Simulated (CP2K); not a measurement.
Runs of CP2K 2026.2 on W. The structure is cubic, space group Fm-3m (No. 225). The conventional cell has a = 4.060 Å, b = 4.060 Å, c = 4.060 Å, α = 90.00°, β = 90.00°, γ = 90.00°. W (site symmetry m-3m) is surrounded by 12 W at 2.87 Å. This isn't the form of W at room conditions, which is bcc.

```csv
task,level,potentials or basis,cell,smearing,EPS_DEFAULT,NGRIDS,basis sets,potentials,CUTOFF of the grids,gap on the mesh (eV),pressure (GPa),V0 of scaled cells (Å³/atom),B0 (GPa)
equation of state,r2SCAN,POTENTIAL_UZH W GTH-SCAN-q14; TZVP-MOLOPT-SCAN-GTH basis,as given,fermi-dirac 0.1 eV,1.0E-9,4,W TZVP-MOLOPT-SCAN-GTH-q14,W GTH-SCAN-q14 of POTENTIAL_UZH,675 Ry,-,-,15.93,(a)
single point,PBEsol,POTENTIAL_UZH W GTH-PBE-q14; TZVP-MOLOPT-PBE-GTH basis,cell strained at random at fixed volume,fermi-dirac 0.05 eV,1.0E-10,5,W TZVP-MOLOPT-PBE-GTH-q14,W GTH-PBE-q14 of POTENTIAL_UZH,450 Ry,none,-13.0,-,-
single point,PBEsol,POTENTIAL_UZH W GTH-PBE-q14; TZVP-MOLOPT-PBE-GTH basis,as given,fermi-dirac 0.05 eV,1.0E-10,4,W TZVP-MOLOPT-PBE-GTH-q14,W GTH-PBE-q14 of POTENTIAL_UZH,450 Ry,none,-13.0,-,-
equation of state,PBEsol,POTENTIAL_UZH W GTH-PBE-q14; TZVP-MOLOPT-PBE-GTH basis,as given,fermi-dirac 0.05 eV,1.0E-10,4,W TZVP-MOLOPT-PBE-GTH-q14,W GTH-PBE-q14 of POTENTIAL_UZH,450 Ry,-,-,15.98,315
```

Alike in all rows: no spin polarisation; k mesh 11 × 11 × 11.

Problem. Fill in the values left out.

Solution. (a) 310.

Caveats: the basis of atomic orbitals isn't converged, which shifts pressures, moduli and gaps; the potentials were made for another functional, which shifts forces and pressure (some runs).

A k mesh can miss the band edges, and the runs leave out spin-orbit coupling on W.

A gap of «none» marks a metal or a gap under the smearing width.
